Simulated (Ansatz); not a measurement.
A calculation with Ansatz 0.2.0 of Ni (native input, structure typed inline):

Contents of input.yaml:

```yaml
crystal:
  lattice:
    - [0.0, 1.737572933, 1.737572933]
    - [1.737572933, 0.0, 1.737572933]
    - [1.737572933, 1.737572933, 0.0]
  atoms:
    - { symbol: Ni, position: [0.0, 0.0, 0.0], spin: 1.0 }
hamiltonian:
  xc: { exchange: rpw86, correlation: pbe }
  pseudopotentials: { kind: paw, source: jth }
magnetization:
  spin_polarized: true
kpoints:
  mp_grid: { grid: [13, 13, 13] }
scf:
  occupations: { method: fermi_dirac, width: 0.1 }
  n_extra_bands: 6
output:
  forces: true
  stress: true
  eigenvalues: true
  dos: { projected: false, de: 0.05, nscf_kmesh: { grid: [20, 20, 20] } }
  write_density: true
  write_potential: true
  elf: true
  volumetric_format: npy
```

Potentials or basis: JTH PAW.

The run is started by

```console
$ ansatz run input.yaml --threads 1 --pin off --max-ram 2560MiB --backend cpu --events-out ev --progress --plain --runs-dir out
```

**Question.** Write the same calculation in another form: native input, Cartesian positions.

**Answer.** As run:

File input.yaml:

```yaml
crystal:
  lattice:
    - [0.0, 1.737572933, 1.737572933]
    - [1.737572933, 0.0, 1.737572933]
    - [1.737572933, 1.737572933, 0.0]
  atoms:
    - { symbol: Ni, spin: 1.0, position_ang: [0.0, 0.0, 0.0] }
hamiltonian:
  xc: { exchange: rpw86, correlation: pbe }
  pseudopotentials: { kind: paw, source: jth }
magnetization:
  spin_polarized: true
kpoints:
  mp_grid: { grid: [13, 13, 13] }
scf:
  occupations: { method: fermi_dirac, width: 0.1 }
  n_extra_bands: 6
output:
  forces: true
  stress: true
  eigenvalues: true
  dos: { projected: false, de: 0.05, nscf_kmesh: { grid: [20, 20, 20] } }
  write_density: true
  write_potential: true
  elf: true
  volumetric_format: npy
```

Potentials or basis: JTH PAW.

Run with:

```bash
$ ansatz run input.yaml --threads 1 --pin off --max-ram 2560MiB --backend cpu --events-out ev --progress --plain --runs-dir out
```

Both were run:

|  | native input, structure typed inline | native input, Cartesian positions |
| --- | --- | --- |
| Pressure | 18.7 GPa | 18.7 GPa |
| Band gap on the k mesh | none (metal or under the smearing width) | none (metal or under the smearing width) |
| Net moment | 0.61 μB per cell | 0.61 μB per cell |
| Absolute moment | 0.69 μB per cell | 0.69 μB per cell |
| Site moments | Ni +0.65 μB | Ni +0.65 μB |
| Density of states at the Fermi level | 1.52 states/eV per cell | 1.52 states/eV per cell |

Keys that steer only the numerical path or the files written may differ.

Caveat: so large a pressure means that the cell lies far from this level's equilibrium, or that cutoff or potentials fall short.
